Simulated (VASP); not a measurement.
# Se (R-3m) in VASP: a series of runs

Runs on Se. Level: PBE. Tasks: relaxation of cell and atoms.

Everything below comes from runs of VASP 6.6.1. Logs are shortened: lines on timing, memory, paths and dates and some standing lists are left out, and cuts for length are marked.

### Step 1. The crystal as given

It takes space group R-3m (No. 166, trigonal). Conventional cell: a = 3.850 Å, b = 3.850 Å, c = 2.645 Å, α = 90.00°, β = 90.00°, γ = 120.00°. Se (site symmetry -3m) is surrounded by 8 Se at 2.39 to 2.65 Å.

This isn't the form of Se at room conditions, which is trigonal, of chains.

### Step 2. Relaxation of cell and atoms, PBE, target pressure 110 GPa, at which the enthalpy is minimised

The input, INCAR:

```
ALGO = Normal
EDIFF = 1E-7
EDIFFG = -0.002
ENCUT = 520
GGA = PE
IBRION = 2
ISIF = 3
ISMEAR = 0
LASPH = True
LCHARG = False
LREAL = False
LWAVE = False
NELM = 60
NSW = 80
PREC = Accurate
PSTRESS = 1100.0
SIGMA = 0.02
```

The input, KPOINTS:

```
k-points
0
Gamma
  3 3 3
```

The input, POSCAR:

```
Se
1.0
    1.9250000000      1.1113992700      0.8816666700
   -1.9250000000      1.1113992700      0.8816666700
    0.0000000000     -2.2227985400      0.8816666700
Se
1
Direct
    0.0000000000      0.0000000000      0.0000000000
```

Potentials or basis: VASP PAW PBE potentials, release 64 (Se).

Command:

```console
$ cat potpaw_PBE.64/Se/POTCAR > POTCAR
$ mpirun -np 1 vasp_std > vasp.out
```

OUTCAR:

```text
EDIFF = 1E-7
   EDIFFG = -0.002
   ENCUT = 520
   GGA = PE
   IBRION = 2
   ISIF = 3
   ISMEAR = 0
   LASPH = True
   LREAL = False
   NELM = 60
   NSW = 80
   PREC = Accurate
   PSTRESS = 1100.0

 ion  position               nearest neighbor table
   1  0.000  0.000  0.000-

  LATTYP: Found a trigonal (rhomboedric) cell.
 ALAT       =     2.3912694232
 COS(alpha) =    -0.2960878580

  Lattice vectors:

 A1 = (   1.9250000000,   1.1113992700,   0.8816666700)
 A2 = (  -1.9250000000,   1.1113992700,   0.8816666700)
 A3 = (   0.0000000000,  -2.2227985400,   0.8816666700)

Analysis of symmetry for initial positions (statically):
=====================================================================
 Subroutine PRICEL returns:
 Original cell was already a primitive cell.

 Routine SETGRP: Setting up the symmetry group for a
 trigonal (rhombohedral) supercell.

 Subroutine GETGRP returns: Found 12 space group operations
 (whereof 12 operations were pure point group operations)
 out of a pool of 12 trial point group operations.

The static configuration has the point symmetry D_3d.

Analysis of symmetry for dynamics (positions and initial velocities):
=====================================================================
 Subroutine PRICEL returns:
 Original cell was already a primitive cell.

 Routine SETGRP: Setting up the symmetry group for a
 trigonal (rhombohedral) supercell.

 Subroutine GETGRP returns: Found 12 space group operations
 (whereof 12 operations were pure point group operations)
 out of a pool of 12 trial point group operations.

The dynamic configuration has the point symmetry D_3d.

 Subroutine INISYM returns: Found 12 space group operations
 (whereof 12 operations are pure point group operations),
 and found     1 'primitive' translations

----------------------------------------------------------------------------------------

                                     Primitive cell

  volume of cell :      11.3177

  direct lattice vectors                    reciprocal lattice vectors
     1.925000000  1.111399270  0.881666670     0.259740260  0.149961109  0.378071832
    -1.925000000  1.111399270  0.881666670    -0.259740260  0.149961109  0.378071832
     0.000000000 -2.222798540  0.881666670     0.000000000 -0.299922217  0.378071832

  length of vectors
     2.391269423  2.391269423  2.391269426     0.482588486  0.482588486  0.482588486

  position of ions in fractional coordinates (direct lattice)
[... 75 lines left out ...]
   IALGO  =     38    algorithm
   IMIX   =      4    mixing-type and parameters
     AMIX     =   0.40;   BMIX     =  1.00
     AMIX_MAG =   1.60;   BMIX_MAG =  1.00
  volume/ion in A,a.u.               =      11.32        76.38
  Fermi-wavevector in a.u.,A,eV,Ry     =   1.324971  2.503832 23.885687  1.755548
  Thomas-Fermi vector in A             =   2.454466
   LORBIT       =      0    0 simple, 1 ext, 2 COOP (PROOUT), +10 PAW based schemes
   GGA     = PE    functional components
   LHFCALC =     F    Hartree Fock is set to
   AEXX    =    0.0000 exact exchange contribution
   IVDW    =     0    specifies the selected vdW correction
   LEPSILON=     F    determine dielectric tensor
   LRPA    =     F    only Hartree local field effects (RPA)
 conjugate gradient relaxation of ions
 non-spin polarized calculation
 Gauss-broadening in eV      SIGMA  =   0.02
  energy-cutoff  :      520.00
  volume of cell :       11.32
 maximum number of plane-waves:       311
 NGX is ok and might be reduce to    18
   NGX =  9   NGY =  9   NGZ =  9

--------------------------------------- Ionic step        1  -------------------------------------------

 number of electron       6.0000001 magnetization

 Free energy of the ion-electron system (eV)
  ---------------------------------------------------
  ext. energy  EPLUGINS =         0.00000000
  ---------------------------------------------------
  free energy    TOTEN  =        -0.88930384 eV

  energy without entropy =       -0.88930384  energy(sigma->0) =       -0.88930384

------------------------ aborting loop because EDIFF is reached ----------------------------------------

  FORCE on cell =-STRESS in cart. coord.  units (eV):
  Direction    XX          YY          ZZ          XY          YZ          ZX
  --------------------------------------------------------------------------------------
  -------------------------------------------------------------------------------------
  Total        9.2946882      9.2946882     18.6599909      0.0000000      0.0000000      0.0000000
  in kB     1315.7970022   1315.7970065   2641.5905052      0.0000000      0.0000000      0.0000000
  external PRESSURE =     657.7281713 kB  Pullay stress =    1100.0000000 kB
[... 94 lines left out ...]
  energy  without entropy=       -3.2297274661  energy(sigma->0) =       -3.22972747

  enthalpy is  TOTEN    =         6.3150068602 eV   P V=        9.5447343263

 E-fermi :   9.9511     XC(G=0): -12.5327

 val. band max:        9.7438030937   @ k =  -0.3333   0.3333   0.3333
 cond. band min:      14.4763967792   @ k =   0.3333   0.0000  -0.0000
 fundamental gap:      4.7325936855
 Fermi energy:         9.9510657530

 k-point     1 :       0.0000    0.0000    0.0000
  band No.  band energies     occupation
      1      -9.3843      2.00000
      2      15.0440      0.00000
      3      17.5706      0.00000
      4      17.5706      0.00000
      5      22.2136      0.00000
      6      22.2136      0.00000
      7      25.2953      0.00000
[... 41 lines left out ...]
 k-point     6 :      -0.3333    0.3333    0.3333
  band No.  band energies     occupation
      1      -2.3375      2.00000
      2       7.2842      2.00000
      3       7.9868      2.00000
      4       9.7438      2.00000
      5      15.8097      0.00000
      6      21.7940      0.00000
      7      25.0791      0.00000

[... ionic steps 4 to 12 ...]

--------------------------------------- Ionic step       13  -------------------------------------------

 number of electron       5.9999999 magnetization

------------------------ aborting loop because EDIFF is reached ----------------------------------------
[... 69 lines left out ...]
--------------------------------------- Ionic step       15  -------------------------------------------

 number of electron       5.9999999 magnetization

 Free energy of the ion-electron system (eV)
  ---------------------------------------------------
  ext. energy  EPLUGINS =         0.00000000
  ---------------------------------------------------
  free energy    TOTEN  =        -2.74704563 eV

  energy without entropy =       -2.74704563  energy(sigma->0) =       -2.74704563

 E-fermi :  11.1630     XC(G=0): -12.6675

 val. band max:       10.9493991887   @ k =  -0.3333   0.3333   0.3333
 cond. band min:      15.3175106179   @ k =   0.0000   0.0000   0.0000
 fundamental gap:      4.3681114292
 Fermi energy:        11.1629585760

 k-point     1 :       0.0000    0.0000    0.0000
  band No.  band energies     occupation
      1      -9.3717      2.00000
      2      15.3175      0.00000
      3      17.7738      0.00000
      4      17.7738      0.00000
      5      21.7319      0.00000
      6      21.7319      0.00000
      7      25.7773      0.00000
[... 80 lines left out ...]
  energy  without entropy=       -2.7470456269  energy(sigma->0) =       -2.74704563

  enthalpy is  TOTEN    =         6.1378138267 eV   P V=        8.8848594535

 reached required accuracy - stopping structural energy minimisation
```

It took 12 s on 1 thread of Intel Xeon 6975P-C (Granite Rapids), shared host; peak memory 0.12 GiB.

What came out:

```yaml
Free_energy: -2.7470 eV
Relaxed_volume: 12.94 Å³/atom
Relaxed_cell: a = 2.414 Å, b = 2.414 Å, c = 2.414 Å, α = 102.25°, β = 102.25°, γ = 102.25°
Space_group_after_relaxing_to_0.05_Å: R-3m (No. 166)
Energy_change_on_relaxing_the_enthalpy_is_what_falls: -1857.7 meV/atom
Ionic_steps: 15
Pressure_after_relaxing: 110.0 GPa
Band_gap_on_the_k_mesh: none (metal or under the smearing width)
```

Step by step:
| step | energy change (eV) | largest force (eV/Å) | pressure (GPa) | volume (Å³) |
| --- | --- | --- | --- | --- |
| 1 | 0.0000 | 0.0000 | 175.77 | 11.32 |
| 2 | -3.6468 | 0.0000 | 0.35 | 19.90 |
| 3 | -2.3404 | 0.0000 | 72.66 | 13.90 |
| 4 | -2.0428 | 0.0000 | 86.14 | 13.39 |
| 5 | -1.9230 | 0.0000 | 91.50 | 13.21 |
| 6 | -0.5273 | 0.0000 | 190.86 | 11.55 |
| 7 | -1.6928 | 0.0000 | 113.78 | 12.72 |
| 8 | -1.6314 | 0.0000 | 118.64 | 12.63 |
| 9 | -1.6437 | 0.0000 | 117.67 | 12.65 |
| 10 | -2.0416 | 0.0000 | 100.67 | 13.22 |
| 11 | -1.8737 | 0.0000 | 107.93 | 12.97 |
| 12 | -1.8207 | 0.0000 | 112.92 | 12.89 |
| 13 | -1.8487 | 0.0000 | 110.35 | 12.93 |
| 14 | -1.8645 | 0.0000 | 109.72 | 12.95 |
| 15 | -1.8577 | 0.0000 | 109.99 | 12.94 |

Final structure:
```cif
data_structure
_symmetry_space_group_name_H-M 'P 1'
_symmetry_Int_Tables_number 1
_cell_length_a 2.4143
_cell_length_b 2.4143
_cell_length_c 2.4143
_cell_angle_alpha 102.254
_cell_angle_beta 102.254
_cell_angle_gamma 102.254
_cell_volume 12.94
loop_
_atom_site_label
_atom_site_type_symbol
_atom_site_fract_x
_atom_site_fract_y
_atom_site_fract_z
_atom_site_occupancy
Se1 Se 0.00000 0.00000 0.00000 1
```

Caveat: the k mesh is coarse (spacing up to 1.01 Å⁻¹), so the values aren't converged; the cell is relaxed towards a set pressure, so the enthalpy falls and the energy may rise. Zero-point motion and thermal expansion aren't in these numbers.

### Step 3. Relaxation of cell and atoms, PBE, target pressure 110 GPa, at which the enthalpy is minimised

This run uses another cell than the first one, of 12.94 Å³/atom, 1.143 times its volume.

INCAR is that of step 2.

KPOINTS is that of step 2.

The input, POSCAR:

```
Se                                      
1.0
    1.8795880342      1.0851806640      1.0574321019
   -1.8795880342      1.0851806640      1.0574321019
    0.0000000000     -2.1703613280      1.0574321019
  Se            
     1
Direct
     0.0000000000000000    0.0000000000000000    0.0000000000000000
```

Potentials or basis: VASP PAW PBE potentials, release 64 (Se).

Command:

```console
$ cat potpaw_PBE.64/Se/POTCAR > POTCAR
$ mpirun -np 1 vasp_std > vasp.out
```

It took 2.6 s on 1 thread of Intel Xeon 6975P-C (Granite Rapids), shared host; peak memory 0.11 GiB.

Results (log left out):

```yaml
Free_energy: -2.7484 eV
Energy_change_on_relaxing_the_enthalpy_is_what_falls: -0.7 meV/atom
Ionic_steps: 2
Pressure_after_relaxing: 110.0 GPa
Band_gap_on_the_k_mesh: none (metal or under the smearing width)
```

The path:
```csv
step,energy change (eV),largest force (eV/Å),pressure (GPa),volume (Å³)
1,0.0000,0.0000,110.01,12.94
2,-0.0007,0.0000,109.99,12.94
```

Final structure:
```
Se
1.0
     1.87946    1.08511    1.05767
    -1.87946    1.08511    1.05767
     0.00000   -2.17021    1.05767
Se
1
Direct
  0.00000 0.00000 0.00000
```

Levels at points of the mesh, in eV from the Fermi level:
| k point | band 1 | band 2 | band 3 | band 4 | band 5 | band 6 |
| --- | --- | --- | --- | --- | --- | --- |
| (0.00, 0.00, 0.00) | -20.53 | 4.16 | 6.61 | 6.61 | 10.57 | 10.57 |

Caveat: the k mesh is coarse (spacing up to 0.92 Å⁻¹), so the values aren't converged; the cell is relaxed towards a set pressure, so the enthalpy falls and the energy may rise.
